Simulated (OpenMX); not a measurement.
As:

```
As
1.0
     4.13100    0.00000    0.00000
     2.41839    3.34911    0.00000
     2.41839    1.23667    3.11243
As
2
Direct
  0.22600 0.22600 0.22600
  0.77400 0.77400 0.77400
```

Base run:

- Program: OpenMX 3.8.5
- Functional: PBE
- Dispersion: D4
- Potentials or basis: OpenMX 2013 PBE set, As7.0-s3p2d2, grid cutoff 500 Ry
- k mesh: 7 × 7 × 7
- Occupations: fermi-dirac, width 0.05 eV
- Spin: no spin polarisation

Its results: band gap on the k mesh none (metal or under the smearing width); pressure 3.3 GPa; largest force 1.086 eV/Å.

Question: The run is repeated on the same cell with these changes: dispersion from D4 to D3. What comes out?

Answer: Band gap on the k mesh none (metal or under the smearing width); pressure 5.0 GPa; largest force 1.065 eV/Å.

Caveats: the basis of atomic orbitals isn't converged, which shifts pressures, moduli and gaps; pairwise dispersion overbinds metals, which lowers pressure and volume; forces of over 1 eV/Å show positions far from the minimum, so gaps and moduli don't describe the material at rest.

Not every run made on this cell is shown here.
